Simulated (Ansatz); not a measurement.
All numbers below come from DFT PBE, scalar-relativistic, plane waves, PAW (Ansatz 0.2.0). Settings: cutoff 420 eV, Γ-centred meshes no coarser than 0.19 Å⁻¹ for metals and 0.3 Å⁻¹ for insulators (2π included), Gaussian smearing.

All energies are static (0 K, no zero-point motion). Larger cells and other orderings weren't all tried, so the list isn't exhaustive. For metals, differences of a few meV/atom aren't resolved. No run is spin-polarised.

Question: Which of these relaxed structures of In3P2 is the lowest in energy?
A. Space group R-3c (No. 167), trigonal, a = 7.054 Å, c = 18.369 Å. In has 4 P at 2.73–2.87 Å; P is coordinated by 6 In at 2.73–2.87 Å.
B. Space group R-3m (No. 166), trigonal, a = 3.961 Å, c = 25.478 Å. Around In on Wyckoff site a (1 atom of the primitive cell) lie 6 P at 2.80 Å; In on Wyckoff site c (2 atoms of the primitive cell) has 3 P at 2.72 Å; P is coordinated by 6 In at 2.72–2.80 Å.
C. Space group Cm (No. 8), monoclinic, a = 12.334 Å, b = 3.937 Å, c = 5.442 Å, β = 100.9°. In on Wyckoff site a (1 atom of the primitive cell) is coordinated by 4 P at 2.78–2.90 Å and 2 In at 3.22 Å; In on Wyckoff site a (1 atom of the primitive cell) is coordinated by 4 P at 2.68–2.89 Å (next In at 3.22 Å); In on Wyckoff site a (1 atom of the primitive cell) is coordinated by 4 P at 2.72–2.80 Å; P on Wyckoff site a (1 atom of the primitive cell) is coordinated by 3 In at 2.68–2.72 Å and 3 In at 2.89–2.90 Å.

Answer: B. The R-3m (No. 166) one; the nearest of the others lies 118 meV/atom higher.